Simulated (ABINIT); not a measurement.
# MgO (Fm-3m) in ABINIT: notebook

One crystal, MgO, is run at these levels: LDA, PBEsol; tasks: single point.

Program: ABINIT 10.8.3 (patched build). These are calculated values, not measurements. Logs are shortened: lines on timing, memory, paths and dates and some standing lists are left out, and cuts for length are marked. The log counts tension as positive stress, the text compression.

**The experiment to reproduce.**

From “Electronic structure of alkaline earth and post-transition metal oxides”, 2009, arxiv:0908.1581, for a bulk crystal of MgO: band gap 7.83 eV.

The runs below are set against these values where they give the same quantity.

### Step 1. Starting point

Symmetry: Fm-3m, No. 225, cubic system. Conventional cell: a = 4.194 Å, b = 4.194 Å, c = 4.194 Å, α = 90.00°, β = 90.00°, γ = 90.00°. Mg (site symmetry m-3m) is surrounded by 6 O at 2.10 Å. Around O (site symmetry m-3m) lie 6 Mg at 2.10 Å.

The cell is a database's computed one.

### Step 2. Single point, LDA

File run.abi:

```
# Pseudopotentials
pp_dirpath "./"
pseudos "Mg.LDA_PW-JTH.xml, O.LDA_PW-JTH.xml"

# Structure
acell 2.9656078099 2.9656078099 2.9656078099 Angstrom
rprim
     0.0000000000     0.7071067812     0.7071067812
     0.7071067812     0.0000000000     0.7071067812
     0.7071067812     0.7071067812     0.0000000000
ntypat 2
znucl 12 8
natom 2
typat 1 2
xred
     0.0000000000     0.0000000000     0.0000000000
     0.5000000000     0.5000000000     0.5000000000

# Plane-wave basis
ecut 23.0
pawecutdg 45.0

# k points
kptopt 1
ngkpt 14 14 14
nshiftk 1
shiftk 0.0 0.0 0.0

# Exchange and correlation
ixc 7

# Bands and occupations
nband 12
occopt 3
tsmear 0.00183747

# SCF cycle
nstep 100
tolvrs 1.0e-9

# Output
iomode 3
prtwf 0
prteig 0
prtebands 0
enunit 2
prtden 1
prtvha 1
prtvclmb 1
prtpot 1
```

Potentials or basis: JTH PAW LDA v2.0.

Command:

```
> abinit run.abi > log 2>&1
```

run.abo:

```text
.Version 10.8.3 of ABINIT
 Symmetries : space group Fm -3 m (#225); Bravais cF (face-center cubic)
================================================================================
 Values of the parameters that define the memory need of the present run
     intxc =       0    ionmov =       0      iscf =      17    lmnmax =       8
     lnmax =       4     mgfft =      27  mpssoang =       2    mqgrid =    3001
     natom =       2  nloc_mem =       2    nspden =       1   nspinor =       1
    nsppol =       1      nsym =      48    n1xccc =       1    ntypat =       2
    occopt =       3   xclevel =       1
       mpw =         670          nfft =       19683          nkpt =         104
 PAW method is used; the additional fine FFT grid is defined by:
   mgfftf=        36    nfftf =     46656
================================================================================
================================================================================

--------------------------------------------------------------------------------
------------- Echo of variables that govern the present computation ------------
--------------------------------------------------------------------------------
 -outvars: echo values of preprocessed input variables --------
            acell      5.6041865576E+00  5.6041865576E+00  5.6041865576E+00 Bohr
              amu      2.43050000E+01  1.59994000E+01
             ecut      2.30000000E+01 Hartree
           enunit           2
                       outvar_i_n : Printing only first  50 k-points.
              ixc           7
                       outvar_i_n : Printing only first  50 k-points.
         kptrlatt       14    0    0      0   14    0      0    0   14
          kptrlen      7.84586118E+01
            natom           2
            nband          12
            ngfft          27      27      27
          ngfftdg          36      36      36
             nkpt         104
            nstep         100
             nsym          48
           ntypat           2
                       prtocc : prtvol=0, do not print more k-points.
           occopt           3
        pawecutdg      4.50000000E+01 Hartree
        prtebands           0
           prteig           0
           prtpot           1
         prtvclmb           1
           prtvha           1
            prtwf           0
            rprim      0.0000000000E+00  7.0710678120E-01  7.0710678120E-01
                       7.0710678120E-01  0.0000000000E+00  7.0710678120E-01
                       7.0710678120E-01  7.0710678120E-01  0.0000000000E+00
          spgroup         225
           tolvrs      1.00000000E-09
           tsmear      1.83747000E-03 Hartree
            typat      1  2
           useylm           1
                       outvars : Printing only first  50 k-points.
           xangst      0.0000000000E+00  0.0000000000E+00  0.0000000000E+00
                       2.0970013928E+00  2.0970013928E+00  2.0970013928E+00
            xcart      0.0000000000E+00  0.0000000000E+00  0.0000000000E+00
                       3.9627583180E+00  3.9627583180E+00  3.9627583180E+00
             xred      0.0000000000E+00  0.0000000000E+00  0.0000000000E+00
                       5.0000000000E-01  5.0000000000E-01  5.0000000000E-01
            znucl       12.00000    8.00000

================================================================================

 chkinp: Checking input parameters for consistency.

================================================================================
== DATASET  1 ==================================================================

--- !DatasetInfo
iteration_state: {dtset: 1, }
dimensions: {natom: 2, nkpt: 104, mband: 12, nsppol: 1, nspinor: 1, nspden: 1, mpw: 670, }
cutoff_energies: {ecut:  23.0, pawecutdg:  45.0, }
electrons: {nelect:   1.60000000E+01, charge:   0.00000000E+00, occopt:   3.00000000E+00, tsmear:   1.83747000E-03, }
meta: {optdriver: 0, ionmov: 0, optcell: 0, iscf: 17, paral_kgb: 0, }
...

 Exchange-correlation functional for the present dataset will be:
  LDA: Perdew-Wang 92 LSD fit to Ceperley-Alder data - ixc=7
  J.P.Perdew and Y.Wang, PRB 45, 13244 (1992)

 Real(R)+Recip(G) space primitive vectors, cartesian coordinates (Bohr,Bohr^-1):
 R(1)=  0.0000000  3.9627583  3.9627583  G(1)= -0.1261747  0.1261747  0.1261747
 R(2)=  3.9627583  0.0000000  3.9627583  G(2)=  0.1261747 -0.1261747  0.1261747
 R(3)=  3.9627583  3.9627583  0.0000000  G(3)=  0.1261747  0.1261747 -0.1261747
 Unit cell volume ucvol=  1.2445798E+02 bohr^3
 Angles (23,13,12)=  6.00000000E+01  6.00000000E+01  6.00000000E+01 degrees

 Coarse grid specifications (used for wave-functions):

 getcut: wavevector=  0.0000  0.0000  0.0000  ngfft=  27  27  27
         ecut(hartree)=     23.000   => boxcut(ratio)=   2.15215

[... 50 lines left out ...]
  sigma(1 1)=  1.16456843E-04  sigma(3 2)=  0.00000000E+00
  sigma(2 2)=  1.16456843E-04  sigma(3 1)=  0.00000000E+00
  sigma(3 3)=  1.16456843E-04  sigma(2 1)=  0.00000000E+00

--- !ResultsGS
iteration_state: {dtset: 1, }
comment   : Summary of ground state results
lattice_vectors:
- [  0.0000000,   3.9627583,   3.9627583, ]
- [  3.9627583,   0.0000000,   3.9627583, ]
- [  3.9627583,   3.9627583,   0.0000000, ]
lattice_lengths: [   5.60419,    5.60419,    5.60419, ]
lattice_angles: [ 60.000,  60.000,  60.000, ] # degrees, (23, 13, 12)
lattice_volume:   1.2445798E+02
convergence: {deltae:  8.583E-12, res2:  9.647E-10, residm:  1.244E-04, diffor: null, }
etotal    :  -7.97674840E+01
entropy   :   0.00000000E+00
fermie    :   3.05808302E-01
cartesian_stress_tensor: # hartree/bohr^3
- [  1.16456843E-04,   0.00000000E+00,   0.00000000E+00, ]
- [  0.00000000E+00,   1.16456843E-04,   0.00000000E+00, ]
- [  0.00000000E+00,   0.00000000E+00,   1.16456843E-04, ]
pressure_GPa:  -3.4263E+00
xred      :
- [  0.0000E+00,   0.0000E+00,   0.0000E+00, Mg]
- [  5.0000E-01,   5.0000E-01,   5.0000E-01,  O]
cartesian_forces: # hartree/bohr
- [ -0.00000000E+00,  -0.00000000E+00,  -0.00000000E+00, ]
- [ -0.00000000E+00,  -0.00000000E+00,  -0.00000000E+00, ]
force_length_stats: {min:   0.00000000E+00, max:   0.00000000E+00, mean:   0.00000000E+00, }
...

 Integrated electronic density in atomic spheres:
 ------------------------------------------------
 Atom  Sphere_radius  Integrated_density
    1        1.90158          8.31171216
    2        1.41465          4.57378804

================================================================================

 ----iterations are completed or convergence reached----

 Mean square residual over all n,k,spin=   16.657E-08; max=  12.436E-05
 reduced coordinates (array xred) for    2 atoms
       0.000000000000      0.000000000000      0.000000000000
       0.500000000000      0.500000000000      0.500000000000
 rms dE/dt=  0.0000E+00; max dE/dt=  0.0000E+00; dE/dt below (all hartree)
    1       0.000000000000      0.000000000000      0.000000000000
    2       0.000000000000      0.000000000000      0.000000000000

 cartesian coordinates (angstrom) at end:
    1      0.00000000000000     0.00000000000000     0.00000000000000
    2      2.09700139275997     2.09700139275997     2.09700139275997

 cartesian forces (hartree/bohr) at end:
    1     -0.00000000000000    -0.00000000000000    -0.00000000000000
    2     -0.00000000000000    -0.00000000000000    -0.00000000000000
 frms,max,avg= 0.0000000E+00 0.0000000E+00   0.000E+00  0.000E+00  0.000E+00 h/b

 cartesian forces (eV/Angstrom) at end:
    1     -0.00000000000000    -0.00000000000000    -0.00000000000000
    2     -0.00000000000000    -0.00000000000000    -0.00000000000000
 frms,max,avg= 0.0000000E+00 0.0000000E+00   0.000E+00  0.000E+00  0.000E+00 e/A
 length scales=  5.604186557564  5.604186557564  5.604186557564 bohr
              =  2.965607809900  2.965607809900  2.965607809900 angstroms
 Fermi (or HOMO) energy (hartree) =   0.30581   Average Vxc (hartree)=  -0.41525
 Eigenvalues (hartree) for nkpt= 104  k points:
 kpt#   1, nband= 12, wtk=  0.00036, kpt=  0.0000  0.0000  0.0000 (reduced coord)
  -2.42377   -1.22515   -1.22515   -1.22515   -0.42800    0.19925    0.19925    0.19925
   0.37487    0.77253    0.77253    0.77253
      occupation numbers for kpt#   1
   2.00000    2.00000    2.00000    2.00000    2.00000    2.00000    2.00000    2.00000
   0.00000    0.00000    0.00000    0.00000
 prteigrs : prtvol=0 or 1, do not print more k-points.

 Fermi (or HOMO) energy (eV) =   8.32147   Average Vxc (eV)= -11.29944
 Eigenvalues (   eV  ) for nkpt= 104  k points:
 kpt#   1, nband= 12, wtk=  0.00036, kpt=  0.0000  0.0000  0.0000 (reduced coord)
 -65.95402  -33.33794  -33.33794  -33.33794  -11.64652    5.42179    5.42179    5.42179
  10.20086   21.02150   21.02150   21.02150
 prteigrs : prtvol=0 or 1, do not print more k-points.

--- !EnergyTerms
iteration_state     : {dtset: 1, }
comment             : Components of total free energy in Hartree
kinetic             :  1.12349786274758E+01
hartree             :  1.44107041950921E+01
xc                  : -4.19408381432994E+00
Ewald energy        : -4.75873828112239E+01
psp_core            :  1.98103547605736E+00
local_psp           : -4.82278374685494E+01
PAW spherical_terms : -7.38490496726860E+00
internal            : -7.97674907627467E+01
'-kT*entropy'       :  1.25327346604707E-15
total_energy        : -7.97674907627467E+01
total_energy_eV     : -2.17058400101782E+03
...

--- !EnergyTermsDC
iteration_state     : {dtset: 1, }
comment             : '"Double-counting" decomposition of free energy'
band_energy         : -1.22160124061899E+01
Ewald energy        : -4.75873828112239E+01
psp_core            :  1.98103547605736E+00
xc_dc               : -1.31151170586994E+01
PAW spherical_terms : -8.83000715838410E+00
internal            : -7.97674839584401E+01
'-kT*entropy'       :  1.25327346604707E-15
total_energy_dc     : -7.97674839584401E+01
total_energy_dc_eV  : -2.17058381586321E+03
...

--- !EnergyTermsWithPAWCore
iteration_state     : {dtset: 1, }
comment             : 'Components of total free energy, including PAW core contributions'
Total energy        : -2.74467237108545E+02
Total energy DC     : -2.74467230304239E+02
Total energy (eV)   : -7.46863400082788E+03
Total energy DC (eV): -7.46863381567326E+03
...

 Cartesian components of stress tensor (hartree/bohr^3)
  sigma(1 1)=  1.16456843E-04  sigma(3 2)=  0.00000000E+00
  sigma(2 2)=  1.16456843E-04  sigma(3 1)=  0.00000000E+00
  sigma(3 3)=  1.16456843E-04  sigma(2 1)=  0.00000000E+00

-Cartesian components of stress tensor (GPa)         [Pressure= -3.4263E+00 GPa]
- sigma(1 1)=  3.42627860E+00  sigma(3 2)=  0.00000000E+00
- sigma(2 2)=  3.42627860E+00  sigma(3 1)=  0.00000000E+00
- sigma(3 3)=  3.42627860E+00  sigma(2 1)=  0.00000000E+00

== END DATASET(S) ==============================================================
================================================================================

 -outvars: echo values of variables after computation  --------
            acell      5.6041865576E+00  5.6041865576E+00  5.6041865576E+00 Bohr
           etotal     -7.9767483958E+01
            fcart     -0.0000000000E+00 -0.0000000000E+00 -0.0000000000E+00
                      -0.0000000000E+00 -0.0000000000E+00 -0.0000000000E+00
            rprim      0.0000000000E+00  7.0710678120E-01  7.0710678120E-01
                       7.0710678120E-01  0.0000000000E+00  7.0710678120E-01
                       7.0710678120E-01  7.0710678120E-01  0.0000000000E+00
           strten      1.1645684255E-04  1.1645684255E-04  1.1645684255E-04
                       0.0000000000E+00  0.0000000000E+00  0.0000000000E+00
           xangst      0.0000000000E+00  0.0000000000E+00  0.0000000000E+00
                       2.0970013928E+00  2.0970013928E+00  2.0970013928E+00
             xred      0.0000000000E+00  0.0000000000E+00  0.0000000000E+00
                       5.0000000000E-01  5.0000000000E-01  5.0000000000E-01
 Calculation completed.
```

Wall time 22 s (1 thread of Arm Neoverse V2, shared host); peak memory 0.11 GiB.

Results:

```
Free energy                                           : -2170.5838 eV
Pressure                                              : -3.4 GPa
Band gap on the k mesh                                : 4.78 eV, direct
Valence electrons inside the program's atomic spheres : Mg 8.31; O 4.57
```

### Step 3. Single point, PBEsol

File run.abi:

```
# Pseudopotentials
pp_dirpath "./"
pseudos "Mg.GGA_PBE-JTH.xml, O.GGA_PBE-JTH.xml"

# Structure
acell 3*1.0 Angstrom
rprim
     0.0000000000     2.0970013927     2.0970013927
     2.0970013927     0.0000000000     2.0970013927
     2.0970013927     2.0970013927     0.0000000000
ntypat 2
znucl 12 8
natom 2
typat 1 2
xred
     0.0000000000     0.0000000000     0.0000000000
     0.5000000000     0.5000000000     0.5000000000

# Plane-wave basis
ecut 625.861884 eV
pawecutdg 45.0

# k points
kptopt 1
ngkpt 9 9 9
nshiftk 1
shiftk 0.0 0.0 0.0

# Exchange and correlation
ixc -116133

# Bands and occupations
nband 12
occopt 3
tsmear 0.00183747

# SCF cycle
nstep 100
tolvrs 1.0e-9

# Output
iomode 3
prtwf 0
prtden 0
prteig 0
prtebands 0
```

Potentials or basis: JTH PAW PBE v2.0.

Command:

```
> abinit run.abi > log 2>&1
```

It took 13 s on 1 thread of Arm Neoverse V2, shared host; peak memory 0.11 GiB.

It converged, with:

```
Free energy                                           : -2167.6380 eV
Pressure                                              : 2.7 GPa
Band gap on the k mesh                                : 4.76 eV, direct
Valence electrons inside the program's atomic spheres : Mg 8.30; O 4.58
```

Levels at points of the mesh, in eV from the valence-band top:
| k point | band 6 | band 7 | band 8 | band 9 | band 10 | band 11 |
| --- | --- | --- | --- | --- | --- | --- |
| (0.00, 0.00, 0.00) | 0.00 | 0.00 | 0.00 | 4.76 | 15.69 | 15.69 |

Caveat: the PAW data sets were made with another functional, which shifts forces and pressure a little.

### Step 4. How close it comes

Step 2. Against the measured gap of MgO, 7.83 eV (quoted in “Electronic structure of alkaline earth and post-transition metal oxides”, 2009, arxiv:0908.1581), the calculated 4.78 eV is off by -3.05 eV. The value is that of LDA on a finite k mesh, which can miss the band edges, without temperature or zero-point motion. Semilocal functionals fall short of measured gaps as a rule. The cell is a database's relaxed one, not the measured one, which moves gaps too.

Step 3. Measured gap of MgO: 7.83 eV (quoted in “Electronic structure of alkaline earth and post-transition metal oxides”, 2009, arxiv:0908.1581). This calculation gives 4.76 eV (-3.07 eV). The value is that of PBEsol, without temperature or zero-point motion. Semilocal functionals fall short of measured gaps as a rule. The cell is a database's relaxed one, not the measured one, which moves gaps too.
